**A semiconductor without a gap**

At 24.418 Å³/atom the calculation gives gallium arsenide a band gap of 0.000 eV. This cell is only 3 % larger in volume than the one in which the same calculation finds the crystal free of pressure. Real GaAs is a semiconductor with a gap of roughly 1.5 eV (a recalled low-temperature value), and so slight a stretch should not use that up. The gap closes so near the relaxed cell for two reasons: the calculated gap is too small at a given volume, and the relaxed crystal is too large. The zero also hides a change in the order of the levels.

Ansatz 0.2.0, scalar-relativistic PBE with plane waves and PAW, without spin polarisation: GaAs (F-43m, 2-atom cell) at fixed volumes. Cutoff 420 eV, 12×12×12 k mesh, Gaussian smearing of width 0.02 eV. The band gap is the Kohn–Sham gap on the k mesh, counted as zero where a band crosses the Fermi level or the gap is under half the smearing width.

| volume (Å³/atom) | shortest distance (Å) | band gap (eV) |
| --- | --- | --- |
| 20.862 | 2.384 | 1.129 |
| 21.573 | 2.411 | 0.867 |
| 22.284 | 2.437 | 0.619 |
| 22.590 | 2.448 | 0.516 |
| 22.865 | 2.458 | 0.426 |
| 22.995 | 2.463 | 0.384 |
| 23.706 | 2.488 | 0.161 |
| 24.418 | 2.512 | 0.000 |
| 25.129 | 2.537 | 0.000 |
| 26.077 | 2.568 | 0.000 |

**The compressed cells, 20.862 to 22.284 Å³/atom**

In the first rows the gap shrinks as the atoms move apart. Both of its edges lie at the centre of the Brillouin zone, where the wave repeats unchanged from cell to cell. Measured from the mean electrostatic potential, the conduction edge falls by 1.93 eV between the first row and the last row with a gap, the valence edge by only 0.96 eV. The choice of reference affects both falls alike and drops out of their difference, which is the loss of gap.

Standard bonding theory explains why the upper edge is the more sensitive. The conduction edge is built from s orbitals that meet all four neighbours with opposite sign, so the wave has a node in every bond. Squeezing the bonds makes this state costly, and stretching them relieves it. The valence edge is a set of three p-like levels of equal energy, which bond to the neighbours and so lack this relief. That they fall here as well depends on the reference chosen.

The limit of widely separated atoms shows where this leads. There the upper edge would become the 4s level of gallium and the lower edge the 4p level of arsenic, and in the free atoms the s level is the lower of the two. In the one-electron picture the two edges must therefore cross somewhere on the way out. A crossing as such is no error of the method, but the volume at which it happens depends on how large the gap was to begin with.

**The cell of nearly natural size, 22.590 Å³/atom**

This row has almost the measured size of the crystal, so it tests the electronic part of the method by itself. The gap is 0.516 eV, about 1 eV short of the measured one. Spin–orbit coupling, which the calculation leaves out, does not excuse the shortfall: it would raise the valence edge and take roughly another 0.1 eV off the gap.

The main cause, according to standard theory, lies in what the bands represent. A measured gap compares the energy needed to remove an electron with the energy gained by adding one. The calculated bands come from a single potential, that of the crystal with its electron number unchanged. In the exact theory this potential jumps by a constant as soon as a trace of charge enters the conduction band, and the jump is part of the measured gap. PBE builds its potential from the local density and its gradient. One electron spread over a very large crystal hardly changes either, so the jump is absent.

**The relaxed cell, 23.706 Å³/atom**

At 22.590 Å³/atom the calculated crystal is under a pressure of 3.3 GPa, which means that PBE wants it to be larger. The pressure vanishes at 23.706 Å³/atom, where the cubic edge is 1.6 % longer. PBE is known to bind such solids somewhat too weakly. The small error in length matters because the gap is so sensitive to it: relaxing the cell costs another 0.355 eV.

The total shortfall against 1.5 eV is now 1.34 eV, and about a quarter of it comes from the volume. The remainder was already there in the cell of natural size. Spin–orbit coupling would take away most of the 0.161 eV that is left. A user who relaxes the structure first meets both errors at once and may blame the functional's bands for all of it.

The first row shows the opposite trap. Its gap of 1.129 eV comes closest to the measured value, but the cell is squeezed by more than 10 GPa. There one error partly covers another, and the pressure gives it away.

**The step to 24.418 Å³/atom**

The table itself warns that something happens here. The last step with an open gap enlarged the cell by 0.711 Å³/atom and cost 0.223 eV. The next step is equally long, but only 0.161 eV is left to lose. Unless the decline suddenly slackened, the edges must have met before the new volume was reached and then passed through each other.

The energy of the level at which the electrons now run out supports this. Measured again from the mean potential, the conduction edge fell by 0.617 eV per Å³/atom in the last open step and the valence edge by 0.304 eV. In the step to 24.418 Å³/atom the level at the Fermi energy falls by 0.285 eV per Å³/atom, if it is placed slightly below the Fermi energy, as the filling derived in the next section requires. This continues the slow pace of the valence edge. The Fermi energy has thus stayed with the p-like levels, while the s-like level has gone on sinking.

**Counting the electrons**

The number of electrons in the p-like levels can be checked through the smearing, a device that lets levels near the Fermi energy be partly filled. Each partly filled place for one electron contributes to a small entropy term, which is subtracted from the energy:

entropy term = σ/(2√π) · exp(−x²)

Here σ is the smearing width, 0.02 eV, and x is the distance of the level below the Fermi energy in units of σ. The filling fixes x, because the filled fraction equals (1 + erf x)/2.

Three p-like levels offer six places, counting both spins. Before the crossing they hold six electrons. If the s-like level has dropped below them, it takes two, and four are left for six places. A filling of two thirds requires erf x = 1/3, hence x ≈ 0.30.

Each place then contributes 0.0056 eV × 0.91 ≈ 0.0051 eV, and six places give about 0.031 eV. This happens at only one of the 12 × 12 × 12 = 1728 points of the mesh, so the average is about 18 µeV per cell. Without rounding on the way the estimate is 17.85 µeV, and the calculation itself gives 17.86 µeV as the mean of the three rows without a gap.

The comparison can tell two situations apart. If the s-like and p-like levels merely coincided, six electrons would share eight places and the term would be 20.81 µeV. The calculated value therefore speaks for a completed exchange of order. The estimate has no adjustable constant, but it tests the filling and says little about how far the s-like level has sunk. It would fail in a narrow range around the crossing, where both kinds of level are partly filled. The printed analysis below gives the level positions and both entropy estimates.

**The last rows, 24.418 to 26.077 Å³/atom**

The three zeros look like one repeated result, yet the crystal keeps changing behind them. The p-like levels are equal in energy by the symmetry of the cubic cell. Once they are only partly filled, the highest occupied and the lowest empty state belong to the same set, and the gap between them is exactly zero at every larger volume in the table. The distance between the s-like and p-like levels, which the gap measured before, no longer appears in that column. A straight line drawn through all ten gaps would mix two different quantities.

Nor are these cells ordinary metals. In a metal with overlapping bands, the overlap and the number of carriers would usually grow as the bands move further. Here the bands touch at one point of the mesh, and the entropy term stays practically the same in the three rows. Spin–orbit coupling would rearrange the levels, but in an undistorted cubic cell symmetry would keep the touching.

What this means for real GaAs has to be argued, since no row tests it. If PBE misses about 1 eV at 24.418 Å³/atom, as it does at 22.590 Å³/atom, the real crystal would still be a semiconductor there. The trend can be trusted further than the place where it ends: stretching the crystal evenly from its natural size narrows its gap. The most compressed rows are a poorer guide. In real GaAs under strong pressure the lowest conduction state is known to lie away from the zone centre, and further squeezing then narrows the gap. PBE keeps the central state lowest in every open row. The point of closure inherits the whole error of the gap, so PBE puts it at far too small an expansion.

The analysis program printed:

```
Volume, pressure and valence-type level:
     row  cubic edge (Å)  pressure (GPa)  gap (eV)  p-type level from mean potential (eV)  its change per volume (eV per Å³/atom)
  20.862           5.506           10.49     1.129                                  2.543                                     n/a
  21.573           5.568           7.165     0.867                                  2.278                                 -0.3731
  22.284           5.628           4.359     0.619                                  2.031                                 -0.3476
   22.59           5.654           3.294     0.516                                   1.93                                 -0.3301
  22.865           5.677           2.399     0.426                                  1.841                                 -0.3221
  22.995           5.687           1.995     0.384                                    1.8                                 -0.3168
  23.706           5.745           0.002     0.161                                  1.584                                 -0.3035
  24.418           5.802          -1.649         0                                  1.381                                 -0.2848
  25.129           5.858          -3.062         0                                  1.191                                 -0.2673
  26.077           5.931          -4.599         0                                 0.9549                                 -0.2491
Cubic edge at near-zero pressure above that of the database cell (%): 1.62
Gap lost from database volume to near-zero-pressure volume (eV): 0.355
Shortfall against rough 1.5 eV at the database volume (eV): 0.984
Shortfall against rough 1.5 eV at near-zero pressure (eV): 1.339
Share of the latter shortfall that comes with the volume (%): 26.51
Fall of conduction edge from mean potential, first to last open row (eV): 1.927
Fall of valence edge from mean potential, first to last open row (eV): 0.959
Change of conduction edge per volume in the last open step (eV per Å³/atom): -0.617
Gap lost in the last open step of 0.711 Å³/atom (eV): 0.223
Volume of first zero-gap row above the near-zero-pressure volume (%): 3.003
Entropy term expected for four electrons in a triplet at one mesh point (micro-eV): 17.85
Entropy term expected if s and p levels only coincided (micro-eV): 20.81
Entropy term computed, mean of the three zero-gap rows (micro-eV): 17.86
```
